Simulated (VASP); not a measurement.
## InAs: single point with PBE

Crystal: InAs.

```
In As
1.0
     0.00000    2.80340    2.80340
     2.80340    0.00000    2.80340
     2.80340    2.80340    0.00000
In As
1 1
Direct
  0.50000 0.50000 0.50000
  0.00000 0.00000 0.00000
```

Measurements of this composition are mostly on another form, of space group No. 216.

The cell isn't the ideal one: strain -0.025 along x and y, -0.025 along z, atoms carried along.

```yaml
Program: VASP 6.6.1
Task: single point
Functional: PBE
Potentials_or_basis: VASP PAW PBE potentials, release 64 (In_d, As)
Cutoff: 520 eV
k_mesh: 18 × 18 × 18
Occupations: gaussian, width 0.15 eV
Spin: no spin polarisation
```

```yaml
Pressure: 6.0 GPa
Band_gap_on_the_k_mesh: none (metal or under the smearing width)
```

Levels at points of the mesh, in eV from the Fermi level:
```tsv
k point	band 7	band 8	band 9	band 10	band 11	band 12
(0.00, 0.00, 0.00)	-0.25	-0.25	-0.25	-0.10	7.24	7.24
(0.50, 0.00, 0.00)	-6.93	0.20	0.20	2.19	3.29	3.29
(0.50, 0.50, 0.00)	-5.18	-2.87	-2.49	-2.49	3.74	9.83
```

Run time: 82 s on 1 thread of Intel(R) Xeon(R) 6975P-C (Granite Rapids) (shared host), peak memory 0.28 GiB.
